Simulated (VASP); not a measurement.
Wanted: the native input for a VASP 6.6.1 run.

```yaml
Task: single point
Functional: PBE
Potentials_or_basis: VASP PAW PBE potentials, release 54 (Ni)
Cutoff: 600 eV
k_mesh: 9 × 9 × 1
Occupations: fermi-dirac, width 0.05 eV
Spin: collinear spin, ferromagnetic start
Starting_moments: "[1.0] μB"
Dipole_correction: yes
Further_INCAR_settings: ALGO = Fast; EDIFF = 1e-06
```

The structure of Ni lies in POSCAR:

```
Ni
1.0
    2.2591100000      0.0000000000      0.0000000000
    0.0000000000      2.2591100000      0.0000000000
    0.0000000000      0.0000000000     23.8000000000
Ni
1
Direct
    0.5000000000      0.5000000000      0.2941200000
```

The cell was built by a generator and needn't be a form met in nature.

One way to write it, as run:

INCAR

```
ALGO = Fast
DIPOL = 0.5 0.5 0.294
EDIFF = 1E-6
ENCUT = 600
GGA = PE
IDIPOL = 3
ISIF = 2
ISMEAR = -1
ISPIN = 2
LASPH = True
LCHARG = False
LDIPOL = True
LMAXMIX = 4
LORBIT = 11
LREAL = False
LWAVE = False
MAGMOM = 1
NELM = 100
PREC = Accurate
SIGMA = 0.05
```

KPOINTS

```
k-points
0
Gamma
  9 9 1
```

Potentials or basis: VASP PAW PBE potentials, release 54 (Ni).

Launch:

```bash
$ cat potpaw_PBE.54/Ni/POTCAR > POTCAR
$ mpirun -np 1 vasp_std > vasp.out
```

It gave:

The band gap on the k mesh is none (metal or under the smearing width). The net moment is 0.82 μB per cell and the site moments are Ni +0.84 μB. The valence electrons inside the program's atomic spheres are Ni 9.16.

Wall time 2 min on 1 thread of Intel(R) Xeon(R) Platinum 8488C (Sapphire Rapids) (shared host), peak memory 0.28 GiB.
